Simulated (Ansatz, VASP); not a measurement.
## Two plane-wave programs on C

INCAR

```
ALGO     = Normal         # electronic algorithm
EDIFF    = 1E-6           # SCF threshold, eV
ENCUT    = 520            # plane-wave cutoff, eV
GGA      = PE             # functional
ISIF     = 2              # what is computed and relaxed
ISMEAR   = 0              # smearing method
ISPIN    = 2              # spin polarisation
LASPH    = True           # aspherical terms in the spheres
LCHARG   = False          # write CHGCAR
LORBIT   = 11             # projections on sites
LREAL    = False          # projectors in reciprocal space
LWAVE    = False          # write WAVECAR
MAGMOM   = 1              # initial moments
NBANDS   = 12             # bands
NELM     = 150            # most SCF steps
PREC     = Accurate       # precision mode
SIGMA    = 0.1            # smearing width, eV
```

The input KPOINTS:

```
k-points
0
Gamma
  10 10 10
```

POSCAR

```
C
1.0
    0.0000000000      1.4119867500      1.6846434100
    1.3997908200      0.0000000000      1.6846434100
    1.3997908200      1.4119867500      0.0000000000
C
1
Direct
    0.5000000000      0.5000000000      0.5000000000
```

Input for Ansatz:

```yaml
crystal:
  lattice:
    - [0.0, 1.41198675, 1.68464341]
    - [1.39979082, 0.0, 1.68464341]
    - [1.39979082, 1.41198675, 0.0]
  atoms:
    - { symbol: C, position: [0.5, 0.5, 0.5], spin: 1.0 }
basis:
  ecutwfc: 420
kpoints:
  mp_grid: { grid: [10, 10, 10] }
hamiltonian:
  xc: pbe
scf:
  occupations: { method: gaussian, width: 0.1 }
  lower_state_search: "off"
output:
  forces: true
  stress: true
  eigenvalues: true
  populations: true
magnetization:
  spin_polarized: true
```

Alike in both runs: task single point; functional PBE; k mesh 10 × 10 × 10; occupations gaussian, width 0.1 eV; collinear spin.

|  | VASP | Ansatz |
| --- | --- | --- |
| version | VASP 6.6.1 | Ansatz 0.2.0 |
| potentials or method | VASP PAW PBE potentials, release 64 (C) | scalar-relativistic, plane waves, PAW |
| plane-wave cutoff (eV) | 520 | 420 |
| valence electrons in the cell | 4 | 4 |

Ansatz gave:

| Quantity | Value |
| --- | --- |
| gap on the k mesh at the Fermi level (eV) | none |
| pressure (GPa) | 5.5 |
| largest component of the traceless stress (GPa) | 42.17 |
| net moment per atom (μB) | 0.00 |

What did VASP give for the same quantities?

gap on the k mesh at the Fermi level (eV): none; pressure (GPa): 5.7; largest component of the traceless stress (GPa): 42.14; net moment per atom (μB): 0.00.

A gap of «none» marks a metal or a gap that the smearing closes. Ansatz warned: «seeded_moment_not_kept».

Caveats: the k mesh is coarse (spacing up to 0.37 Å⁻¹), so the values aren't converged.
